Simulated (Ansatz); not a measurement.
# Au — electric field gradients

The cell is a structure deposited in the COD, its atoms then relaxed with PBE in this cell.

```
Au
1.0
     2.90000    0.00000    0.00000
    -1.45000    2.51147    0.00000
     0.00000    0.00000    4.88000
Au
2
Direct
  0.33333 0.66667 0.75000
  0.66667 0.33333 0.25000
```

Atoms are numbered from 1 in the order listed; like atoms form one site, named after its first atom.

Level of theory: DFT, PBEsol, plane waves and PAW, scalar-relativistic, 420 eV cutoff, Γ-centred 18×18×10 k-points, Fermi–Dirac smearing 0.05 eV (Ansatz 0.2.0).

V_zz is the principal component of the electric field gradient with the largest magnitude, η = (V_xx − V_yy)/V_zz and C_Q = eQV_zz/h.

¹⁹⁷Au: I = 3/2, Q = 547.0 mb. Nuclear quadrupole moments: year-2017 set (Pyykkö).

| site | atoms (order as listed) | first shell | V_xx, V_yy, V_zz (10²¹ V/m²) | η | C_Q (MHz) |
| --- | --- | --- | --- | --- | --- |
| Au | 1, 2 | 12 Au at 2.90–2.96 Å | -0.57, -0.57, 1.15 | 0.00 | 15.2 |

An axis of threefold or higher order runs through Au, so V_zz lies along it and η is zero.

At this cell the PBEsol pressure is -6 GPa, so with PBEsol the cell would shrink if it were relaxed. With no gap above 0.1 eV, as in a metal, the gradients converge slowly in k; expect changes of a tenth or more on a denser mesh. Spin–orbit coupling is left out, which shifts gradients on Au by a few per cent in wide-gap crystals, and can shift them far more where the calculated gap is small or absent, as here.
